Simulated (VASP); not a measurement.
Here is a VASP 6.6.1 calculation.

File INCAR:

```
PREC = Accurate
ENCUT = 900
EDIFF = 1E-6
ISMEAR = 0
SIGMA = 0.1
LREAL = F
LASPH = T
NELM = 80
ALGO = Normal
ISIF = 2
LWAVE = F
LCHARG = F
GGA = PS
NBANDS = 14
```

KPOINTS

```
regular mesh
0
Gamma
  16 16 16
```

Contents of POSCAR:

```
TaC
1.0
    0.0000000000      2.2213700000      2.2213700000
    2.2213700000      0.0000000000      2.2213700000
    2.2213700000      2.2213700000      0.0000000000
Ta C
1 1
Direct
    1.0000000000      1.0000000000      1.0000000000
    0.5000000000      0.5000000000      0.5000000000
```

Potentials or basis: VASP PAW PBE potentials, release 64 (Ta_pv, C_h).

Command:

```console
$ cat potpaw_PBE.64/Ta_pv/POTCAR potpaw_PBE.64/C_h/POTCAR > POTCAR
$ mpirun -np 1 vasp_std > vasp.out
```

Task: Estimate the pressure.

Result: 0.0 GPa.

Task: Estimate the band gap on the k mesh.

Result: None (metal or under the smearing width).

Caveat: the cutoff is under 1.25 times the usual one of these potentials, so pressure, stress and relaxed cells hold a basis-set (Pulay) error; the PAW data sets were made with another functional, which shifts forces and pressure a little. Spin-orbit coupling is left out, which matters for the levels of Ta.
